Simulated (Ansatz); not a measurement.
The cell is COD entry 9000046, as deposited and not checked against the literature; nothing was relaxed. The listed cell was then made from it by scaling, straining or moving an atom.

C: DFT, PBE, all-electron LAPW, scalar-relativistic (Ansatz 0.2.0). What sets it apart from a plain run of this crystal: volume scaled by 1.02.

Command: `ansatz run input.yaml --threads 1 --pin off --max-ram 3072MiB --backend cpu --events-out ev --progress --plain --runs-dir out` The run took 57 s on 1 thread of Intel(R) Xeon(R) 6975P-C (Granite Rapids) (shared host), peak memory 1.5 GiB.

```yaml
crystal:
  lattice:
    - [0.0, 2.1410865032, 3.3701728316]
    - [1.2361326873, 0.0, 3.3701728316]
    - [1.2361326873, 2.1410865032, 0.0]
  atoms:
    - { symbol: C, position: [0.16667, 0.83333, 0.16667] }
    - { symbol: C, position: [0.83333, 0.16667, 0.83333] }
kpoints:
  mp_grid: { grid: [18, 18, 18] }
scf:
  occupations: { method: fermi_dirac, width: 0.05 }
hamiltonian:
  xc: pbe
  pseudopotentials: { kind: all_electron, lapw: { basis_error: 0.00025 } }
output:
  forces: true
  stress: true
  eigenvalues: true
```

Output (standing set-up lines are left out):

```
LAPW: plane waves up to 12.736 Å⁻¹, error target 2.5e-4 eV per atom; small_component_spin mean_spin; C in spheres of 0.714 Å, 6 of its electrons in bands, Dirac shells []
Crystal: 2 atoms, lattice volume = 17.839 Å³
Basis set: ecut = 617.9883866536919 eV, 605 PW (Γ), FFT grids on a1−a2−a3, a2, a3, exchange–correlation at level 2
iter 1 solved again at ethr=1.98e-2 eV; its pass at ethr=1.00e-1 eV (dr2=2.38e0 eV) is discarded
SCF iter   1: F=—  HF=-2074.821673 eV  |F-HF|=—  |Δ(HF+E_count)|=         —  Δρ=1.24e-1  dr2=2.40e0  ethr=1.98e-2  ⟨swp⟩=2.0  Hψ=62140  notcnv=0
preconditioner: auto → none  [metal: Δε(μ)=0.059 eV  Ē_g=19.080 eV  σ=0.050 eV  W_gap=0.28  n_scr=2 (ndim 8)  ℏωp=24.9 eV  f_vac=0.000  D(μ)=0.03/eV (n_scr^D=0)  sad-step TF]
SCF iter   2: F=—  HF=-2074.130645 eV  |F-HF|=—  |Δ(HF+E_count)|=   6.91e-1  Δρ=7.29e-2  dr2=9.93e-1  ethr=1.98e-2  ⟨swp⟩=2.0  Hψ=22506  notcnv=0
iter 3 solved again at ethr=2.89e-5 eV; its pass at ethr=8.27e-3 eV (dr2=3.46e-3 eV) is discarded
SCF iter   3: F=—  HF=-2073.706336 eV  |F-HF|=—  |Δ(HF+E_count)|=   4.24e-1  Δρ=7.10e-3  dr2=3.50e-3  ethr=2.89e-5  ⟨swp⟩=2.2  Hψ=47254  notcnv=0  defer=1
SCF iter   4: F=—  HF=-2073.708308 eV  |F-HF|=—  |Δ(HF+E_count)|=         —  Δρ=9.68e-4  dr2=1.76e-4  ethr=2.89e-5  ⟨swp⟩=3.0  Hψ=25078  notcnv=0
the basis was enlarged: its passes take 147.9 KiB over the memory plan, 1 of 1 planned eigensolver slots
SCF iter   5: F=—  HF=-2073.708392 eV  |F-HF|=—  |Δ(HF+E_count)|=   8.41e-5  Δρ=8.52e-5  dr2=1.21e-6  ethr=1.47e-6  ⟨swp⟩=3.0  Hψ=22393  notcnv=0
SCF iter   6: F=-2073.708395 eV  HF=-2073.708394 eV  |F-HF|=4.44e-9  |Δ(HF+E_count)|=   2.11e-6  Δρ=6.40e-6  dr2=3.60e-9  ethr=1.00e-8  ⟨swp⟩=3.0  Hψ=22518  notcnv=0
SCF 1 converged in 6 iterations: F = -2073.708395 eV  dr2 = 3.60e-9
the search or the solves at the SCF's close seem to have found levels that the self-consistency loop had missed (the run counts 1). By its estimate they hold under 1e-12 electrons; where the run keeps them, the occupations were computed again with them
SCF converged after 6 iterations
Free energy (F): -2073.708395 eV
Harris-Foulkes:  -2073.708394 eV  (|F-HF|=4.44e-9)
Internal energy: -2073.708174 eV  (E = F + TS)
E sigma→0 (E₀):  -2073.708284 eV
Entropy (-TS):   -0.000221 eV (-0.110 meV/atom)
Fermi energy:    7.070828 eV
--- Per-component energies (eV) ---
  E_band       = -1051.682144
  E_kinetic    = 2066.060850
  E_xc         = -294.124373
  E_electrostatic = -3845.644651  (all electrons and nuclei)
  E_smearing   = -0.000221  (= −TS)
  E_closure    = 0.000000  (closes the sum)
  E_atoms      = -2055.265647  (free atoms, spherical and without spin; not in F)
  Σ components = -2073.708395   (vs F -2073.708395, Δ=0.00e0)
  Basis errors (estimates in eV, not in F): energy 1.7e-4 per atom: plane waves 1.6e-4 (1.0e-4 summed), levels above the bands 4.5e-109, relativity 9.6e-9, radial functions 4.1e-6, core shells 0.0e0; eigenvalues (radial functions only) 5.2e-7; not estimated: angular momenta, meshes, grids; target (lapw.basis_error) 2.5e-4; muffin-tin radii C 0.714 Å
--- Forces (eV/Å), atoms counted from 1 ---
  atom   1  C      0.00000000     0.00335510     0.00000000
  atom   2  C     -0.00000000    -0.00335510     0.00000000
  max |Σ_I F_I| component: 0.00e0 eV/Å
--- Stress (GPa, compression-positive) ---
       -3.140764      -0.000000      -0.000000
       -0.000000      -3.619880      -0.000000
       -0.000000      -0.000000       3.664798
  P = ⅓ Tr σ = -1.0319 GPa (-10.319 kbar)
--- Band table (eV; the first three rows and the last of 865) ---
  k-point 0: bands = ["-258.8906", "-258.8659", "-12.5064", "0.5604", "4.0421", "4.0662", "11.3540", "15.3454", "15.4154", "18.3527"]
  k-point 1: bands = ["-258.8905", "-258.8661", "-12.4311", "0.6253", "3.7654", "3.8940", "11.4802", "15.4314", "15.6799", "18.0846"]
  k-point 2: bands = ["-258.8900", "-258.8666", "-12.2057", "0.8206", "2.9579", "3.4817", "11.8566", "15.4710", "16.5570", "17.3258"]
  k-point 864: bands = ["-258.8906", "-258.8659", "-12.2153", "-1.3690", "4.0307", "4.0539", "15.3143", "15.3791", "17.5558", "18.4904"]
```
